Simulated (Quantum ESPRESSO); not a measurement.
CuCl2 under changes of volume

One of the cells (29.413 Å³/atom); the others are scaled copies at fixed shape and fractional positions:

```
Cu Cl
1.0
     4.52065    0.00000    0.00000
     0.00000    4.52065    0.00000
     0.00000    0.00000    4.31771
Cu Cl
1 2
Direct
  0.00000 0.00000 0.00000
  0.00000 0.50000 0.00000
  0.50000 0.00000 0.00000
```

Measurements of this composition are mostly on another form, of space group No. 12.

```yaml
Program: Quantum ESPRESSO 7.5
Functional: r2SCAN
Potentials_or_basis: SG15 PBE 1.2
Cutoff: 1197 eV
Density_cutoff: 4789 eV
k_mesh: 3 × 3 × 3
Occupations: fermi-dirac, width 0.05 eV
Spin: no spin polarisation
```

| volume (Å³/atom) | energy over the lowest point (meV/atom) | pressure (GPa) |
| --- | --- | --- |
| 27.648 | 5.69 | 1.7 |
| 28.236 | 1.20 | 0.7 |
| 28.824 | 0.00 | -0.1 |
| 29.413 | 1.70 | -0.8 |
| 30.001 | 5.98 | -1.5 |
| 30.589 | 12.54 | -2.1 |
| 31.177 | ? | ? |

**Question.** What does the run at 31.177 Å³/atom give?

**Answer.** Energy over the lowest point 21.13 meV/atom; pressure -2.6 GPa.

Worked out: A Birch-Murnaghan fit of order 3 (a polynomial in V^(-2/3)) to the other rows has its minimum at 28.76 Å³/atom with B0 = V·E''(V) = 39 GPa and B' = 4.9 at fixed shape and positions, which overstates the stiffness. It gives 21.12 meV/atom at 31.177 Å³/atom, against the run's 21.13, and -dE/dV = -2.6 GPa, against -2.6.

Energies are extrapolated to zero smearing.

Caveats: all runs use coarse meshes; the potentials were made for another functional, which shifts forces and pressure; this potential file gives levels or pressures that part from those of other sets; an odd number of electrons without spin polarisation forces a metal; a magnetic or distorted state may lie lower; the run has no spin polarisation, though such a crystal can be magnetic.
